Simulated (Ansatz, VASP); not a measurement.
# AlRu in VASP and in Ansatz

File INCAR:

```
SYSTEM = AlRu
ALGO = Normal
EDIFF = 1E-7
EDIFFG = -0.05
ENCUT = 600
GGA = PE
IBRION = 2
ISIF = 3
ISMEAR = -1
IVDW = 12
LASPH = .TRUE.
LCHARG = .FALSE.
LREAL = .FALSE.
LWAVE = .FALSE.
NELM = 80
NSW = 80
PREC = Accurate
SIGMA = 0.1
```

Contents of KPOINTS:

```
k-points
0
G
  10 10 10
  0 0 0
```

The input POSCAR:

```
AlRu
1.0
    2.9916000000      0.0000000000      0.0000000000
    0.0000000000      2.9916000000      0.0000000000
    0.0000000000      0.0000000000      2.9916000000
Al Ru
1 1
Direct
    0.0000000000      0.0000000000      0.0000000000
    0.5000000000      0.5000000000      0.5000000000
```

Input for Ansatz:

```yaml
crystal:
  lattice:
    - [2.9916, 0.0, 0.0]
    - [0.0, 2.9916, 0.0]
    - [0.0, 0.0, 2.9916]
  atoms:
    - { symbol: Al, position: [0.0, 0.0, 0.0] }
    - { symbol: Ru, position: [0.5, 0.5, 0.5] }
basis:
  ecutwfc: 450.0
kpoints:
  mp_grid:
    grid: [10, 10, 10]
hamiltonian:
  xc: pbe
  dispersion: d3bj
scf:
  occupations:
    method: fermi_dirac
relax:
  f_tol: 0.05
  cell: {}
```

Alike in both runs: task relaxation of cell and atoms; functional PBE; dispersion D3(BJ); k mesh 10 × 10 × 10; no spin polarisation.

|  | VASP | Ansatz |
| --- | --- | --- |
| version | VASP 6.6.1 | Ansatz 0.2.0 |
| potentials or method | VASP PAW PBE potentials, release 64 (Al, Ru_pv) | plane waves, PAW |
| plane-wave cutoff (eV) | 600 | 450 |
| occupations | fermi-dirac, width 0.1 eV | fermi-dirac |
| valence electrons in the cell | 17 | 19 |

```tsv
	VASP	Ansatz	Ansatz less VASP
relaxed volume (Å³/atom)	13.15	13.15	+0.003
relaxed cell length with the largest relative difference (Å)	2.974	2.974	+0.0002
energy change over the relaxation (meV/atom)	-3	-3	+0.1
```

The two sets of potentials don't hold the same shells in valence.

Caveats: pairwise dispersion overbinds metals, which lowers pressure and volume.
